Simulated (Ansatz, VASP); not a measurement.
One calculation of Cd, two programs

INCAR

```
ALGO = Normal
EDIFF = 1E-8
ENCUT = 520
GGA = PE
ISIF = 2
ISMEAR = -1
LASPH = True
LCHARG = False
LEFG = True
LREAL = False
LWAVE = False
NBANDS = 19
NELM = 80
PREC = Accurate
SIGMA = 0.05
```

Contents of KPOINTS:

```
k-points
0
Gamma
  14 14 7
```

Contents of POSCAR:

```
Cd
1.0
    3.0086612332      0.0000000000      0.0000000000
   -1.5043306165      2.6055770593      0.0000000000
    0.0000000000      0.0000000000      5.6176500000
Cd
2
Direct
    0.3333333333      0.6666666667      0.2500000000
    0.6666666667      0.3333333333      0.7500000000
```

Input for Ansatz:

```yaml
crystal:
  lattice:
    - [3.0086612332, 0.0, 0.0]
    - [-1.5043306165, 2.6055770593, 0.0]
    - [0.0, 0.0, 5.61765]
  atoms:
    - { symbol: Cd, position: [0.3333333333, 0.6666666667, 0.25] }
    - { symbol: Cd, position: [0.6666666667, 0.3333333333, 0.75] }
kpoints:
  mp_grid: { grid: [14, 14, 7] }
scf:
  occupations: { method: fermi_dirac, width: 0.05 }
hamiltonian:
  xc: pbe
  pseudopotentials: { kind: all_electron, datasets: crystal }
output:
  forces: true
  stress: true
  eigenvalues: true
  efg: { contact_densities: true }
```

Change from the starting cell: equal xx and yy strain of +1 %, crystal datasets.

Alike in both runs: task electric field gradients; functional PBE; k mesh 14 × 14 × 7; occupations fermi-dirac, width 0.05 eV; no spin polarisation.

|  | VASP | Ansatz |
| --- | --- | --- |
| version | VASP 6.6.1 | Ansatz 0.2.0 |
| potentials or method | VASP PAW PBE potentials, release 64 (Cd) | all-electron PAW with datasets made for the crystal, scalar-relativistic |
| plane-wave cutoff (eV) | 520 | see its input |

|  | VASP | Ansatz | Ansatz less VASP |
| --- | --- | --- | --- |
| pressure (GPa) | 2.0 | 1.7 | -0.31 |
| largest component of the traceless stress (GPa) | 0.52 | 0.38 | -0.137 |
| Vzz of the field gradient on the site that differs most (V/Å²) | 72.5 | 68.7 | -3.72 |

Ansatz ran all-electron here, so the differences hold the error of VASP's frozen core and of both bases. Ansatz warned: «gradients_without_spin_orbit».
